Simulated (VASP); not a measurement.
A run of VASP 6.6.1:

File INCAR:

```
PREC     = Accurate       # precision mode
ENCUT    = 600            # plane-wave cutoff, eV
EDIFF    = 1E-7           # SCF threshold, eV
ISMEAR   = 0              # smearing method
SIGMA    = 0.1            # smearing width, eV
LREAL    = F              # projectors in reciprocal space
LASPH    = T              # aspherical terms in the spheres
NELM     = 100            # most SCF steps
ALGO     = Normal         # electronic algorithm
ISIF     = 3              # what is computed and relaxed
LWAVE    = F              # write WAVECAR
LCHARG   = F              # write CHGCAR
IBRION   = 2              # ionic algorithm
NSW      = 90             # ionic steps
EDIFFG   = -0.005         # ionic threshold
```

Contents of KPOINTS:

```
Automatic mesh
0
Gamma
  8 8 8
```

File POSCAR:

```
V3Si
1.0
    4.6836597300      0.0000000000      0.0000000000
    0.0000000000      4.6836597300      0.0000000000
    0.0000000000      0.0000000000      4.6836597300
V Si
6 2
Direct
    0.2500000000      0.0000000000      0.5000000000
    0.7500000000      0.0000000000      0.5000000000
    0.0000000000      0.5000000000      0.2500000000
    0.0000000000      0.5000000000      0.7500000000
    0.5000000000      0.7500000000      0.0000000000
    0.5000000000      0.2500000000      0.0000000000
    0.0000000000      0.0000000000      0.0000000000
    0.5000000000      0.5000000000      0.5000000000
```

Potentials or basis: VASP PAW LDA potentials, release 64 (V_sv, Si).

The run is started by

```sh
$ cat potpaw_LDA.64/V_sv/POTCAR potpaw_LDA.64/Si/POTCAR > POTCAR
$ mpirun -np 1 vasp_std > vasp.out
```

Hardware: 1 thread of Intel(R) Xeon(R) Platinum 8488C (Sapphire Rapids) (shared host).

Question: How long does it take, and how much memory?

Answer: It took 7.4 min on 1 thread of Intel(R) Xeon(R) Platinum 8488C (Sapphire Rapids), with other jobs on the host, peak memory 0.31 GiB. Counts: scf iterations 49, k points 35, ion steps 4.
